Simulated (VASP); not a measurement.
Bi2Te3 (Tellurobismuthite) under changes of volume

One of the cells (33.664 Å³/atom); the others are scaled copies at fixed shape and fractional positions:

```xyz
5
Lattice="2.1930 1.2661 10.1031 -2.1930 1.2661 10.1031 0.0000 -2.5323 10.1031" Properties=species:S:1:pos:R:3 pbc="T T T"
Bi    0.0000    0.0000   18.1862
Bi    0.0000    0.0000   12.1232
Te    0.0000    0.0000   23.9625
Te    0.0000    0.0000    6.3469
Te    0.0000    0.0000    0.0000
```

| Item | Value |
| --- | --- |
| Program | VASP 6.6.1 |
| Functional | PBE |
| Dispersion | D3(BJ) |
| Potentials or basis | VASP PAW PBE potentials, release 64 (Bi_d, Te) |
| Cutoff | 520 eV |
| k mesh | 6 × 6 × 6 |
| Occupations | gaussian, width 0.02 eV |
| Spin | no spin polarisation |

```tsv
volume (Å³/atom)	energy over the lowest point (meV/atom)	pressure (GPa)	gap on the mesh (eV)	largest force (eV/Å)
32.317	9.50	2.3	0.23	0.275
32.990	2.27	1.1	0.25	0.136
33.664	0.00	0.0	0.26	0.012
34.337	?	?	?	?
35.010	8.30	-1.9	0.28	0.226
```

Problem. What does the run at 34.337 Å³/atom give?

Solution. Energy over the lowest point 2.16 meV/atom; pressure -1.0 GPa; gap on the mesh 0.27 eV; largest force 0.113 eV/Å.

Worked out: A Birch-Murnaghan fit of order 2 (a polynomial in V^(-2/3)) to the other rows has its minimum at 33.66 Å³/atom with B0 = V·E''(V) = 53 GPa at fixed shape and positions, which overstates the stiffness. It gives 2.14 meV/atom at 34.337 Å³/atom, against the run's 2.16, and -dE/dV = -1.0 GPa, against -1.0. A straight line through the other rows of the gap, of slope 0.602 eV per unit of ln V (its deformation potential), gives 0.27 eV, against the run's 0.27.

Energies are extrapolated to zero smearing.

Caveats: spin-orbit coupling is left out, which as a rule narrows the gap of such compounds by several tenths of an eV.

A mesh can miss the band edges.
